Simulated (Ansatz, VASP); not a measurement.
# Two plane-wave programs on C

INCAR

```
SYSTEM = C
PREC = Accurate ; ENCUT = 520
EDIFF = 1E-6 ; ISMEAR = 0
SIGMA = 0.05 ; LREAL = .FALSE.
LASPH = .TRUE. ; NELM = 80
ALGO = Normal ; ISIF = 2
LWAVE = .FALSE. ; LCHARG = .FALSE.
NBANDS = 11
```

File KPOINTS:

```
Automatic mesh
0
G
  12 12 12
  0 0 0
```

File POSCAR:

```
C
1.0
    1.2963871249      0.7484694555      3.0033301042
   -1.2963871249      0.7484694555      3.0033301042
    0.0000000000     -1.4969389110      3.0033301042
C
2
Direct
    0.1640000000      0.1640000000      0.1640000000
    0.8360000000      0.8360000000      0.8360000000
```

Input for Ansatz:

```yaml
crystal:
  lattice:
    - [1.2963871249, 0.7484694555, 3.0033301042]
    - [-1.2963871249, 0.7484694555, 3.0033301042]
    - [0.0, -1.496938911, 3.0033301042]
  atoms:
    - { symbol: C, position: [0.164, 0.164, 0.164] }
    - { symbol: C, position: [0.836, 0.836, 0.836] }
basis:
  ecutwfc: 420
kpoints:
  mp_grid: { grid: [12, 12, 12] }
hamiltonian:
  xc: lda
scf:
  occupations: { method: gaussian, width: 0.05 }
output:
  forces: true
  stress: true
  eigenvalues: true
```

Alike in both runs: task single point; functional LDA; k mesh 12 × 12 × 12; occupations gaussian, width 0.05 eV; no spin polarisation.

|  | VASP | Ansatz |
| --- | --- | --- |
| version | VASP 6.6.1 | Ansatz 0.2.0 |
| potentials or method | VASP PAW LDA potentials, release 64 (C) | scalar-relativistic, plane waves, PAW |
| plane-wave cutoff (eV) | 520 | 420 |
| valence electrons in the cell | 8 | 8 |

VASP gave:

| Quantity | Value |
| --- | --- |
| gap on the k mesh at the Fermi level (eV) | 0.93 |
| least direct gap on the mesh (eV) | 0.93 |
| rms of the force components (eV/Å) | 0.389 |

Q: What did Ansatz give for the same quantities?

A: gap on the k mesh at the Fermi level (eV): 0.93; least direct gap on the mesh (eV): 0.93; rms of the force components (eV/Å): 0.392.

Atom by atom the forces differ by 0.003 eV/Å (rms over components).
